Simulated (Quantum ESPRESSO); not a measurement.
Write the native input for Quantum ESPRESSO 7.5 that does the following.

* Task: single point
* Functional: PBE
* Potentials or basis: SSSP 1.3 efficiency PBE
* Cutoff: 816 eV
* Density cutoff: 6531 eV
* k mesh: 7 × 7 × 4
* Occupations: fermi-dirac, width 0.05 eV
* Spin: no spin polarisation
* Mixing beta: 0.5
* Most SCF iterations: 120
* SCF threshold: 8e-10 Ry

Crystal: CdSe (Cadmoselite).

```
CELL_PARAMETERS angstrom
4.30000 0.00000 0.00000
-2.15000 3.72391 0.00000
0.00000 0.00000 7.02000
ATOMIC_POSITIONS crystal
Cd 0.66667 0.33333 0.50000
Cd 0.33333 0.66667 0.00000
Se 0.66667 0.33333 0.88500
Se 0.33333 0.66667 0.38500
```

The input as run:

pw.in

```
&CONTROL
  calculation = 'scf'
  prefix = 'pwscf'
  outdir = './tmp'
  pseudo_dir = './pseudo'
  tprnfor = .true.
  tstress = .true.
  disk_io = 'nowf'
/
&SYSTEM
  ibrav = 0
  nat = 4
  ntyp = 2
  ecutwfc = 60
  ecutrho = 480
  nbnd = 26
  occupations = 'smearing'
  smearing = 'fd'
  degauss = 0.00367493
/
&ELECTRONS
  conv_thr = 8d-10
  electron_maxstep = 120
  mixing_beta = 0.5
/
ATOMIC_SPECIES
Cd   112.4140 Cd.pbe-dn-rrkjus_psl.0.3.1.UPF
Se    78.9710 Se_pbe_v1.uspp.F.UPF
CELL_PARAMETERS angstrom
   4.3000000000    0.0000000000    0.0000000000
  -2.1500000000    3.7239092363    0.0000000000
   0.0000000000    0.0000000000    7.0200000000
ATOMIC_POSITIONS crystal
Cd     0.6666666667    0.3333333333    0.5000000000
Cd     0.3333333333    0.6666666667    0.0000000000
Se     0.6666666667    0.3333333333    0.8850000000
Se     0.3333333333    0.6666666667    0.3850000000
K_POINTS automatic
7 7 4 0 0 0
```

Potentials or basis: SSSP 1.3 efficiency PBE.

Run with:

```sh
$ OMP_NUM_THREADS=1 pw.x -in pw.in > pw.out
```

It gave:

```json
{
 "Pressure": "3.0 GPa",
 "Largest force": "0.286 eV/Å",
 "Band gap on the k mesh": "0.68 eV, direct"
}
```

It took 110 s on 1 thread of Arm Neoverse V1, with other jobs on the host, peak memory 0.56 GiB.
